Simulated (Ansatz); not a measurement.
Input and command of a plane-wave DFT calculation in Ansatz:

```yaml
crystal:
  lattice:
    - [9.4134234586, 0.0, 0.0]
    - [-4.7067117293, 8.1522638517, 0.0]
    - [0.0, 0.0, 22.803767543]
  atoms:
    - { symbol: O, position: [0.8522865143, 0.6579008157, 0.656353321] }
    - { symbol: H, position: [0.8157774187, 0.5688410904, 0.6844344902] }
    - { symbol: H, position: [0.7522036154, 0.6344706017, 0.6355403221] }
basis:
  ecutwfc: 420
kpoints:
  mp_grid: { grid: [3, 3, 1] }
hamiltonian:
  xc: pbe
scf:
  occupations: { method: gaussian, width: 0.1 }
output:
  forces: true
  eigenvalues: true
  write_density: true
  volumetric_format: npy
efield:
  axis: 3
  dipole_correction: true
  ramp_width: 0.04
```

```bash
ansatz run input.yaml --threads 4 --pin off --max-ram 10240MiB --backend cpu --events-out ev --progress --plain --runs-dir out
```

Processor: Arm Neoverse V1, 4 threads, on a host shared with other jobs.

**Question.** Estimate time, memory and problem size.

**Answer.** About 4 s on 4 threads of Arm Neoverse V1 (shared host), peak memory 1.4 GiB. It solves 8 bands at 5 k points (the mesh reduced by the symmetry that the task leaves, which can be less than the crystal's) with about 34289 plane waves, in 6 SCF iterations.
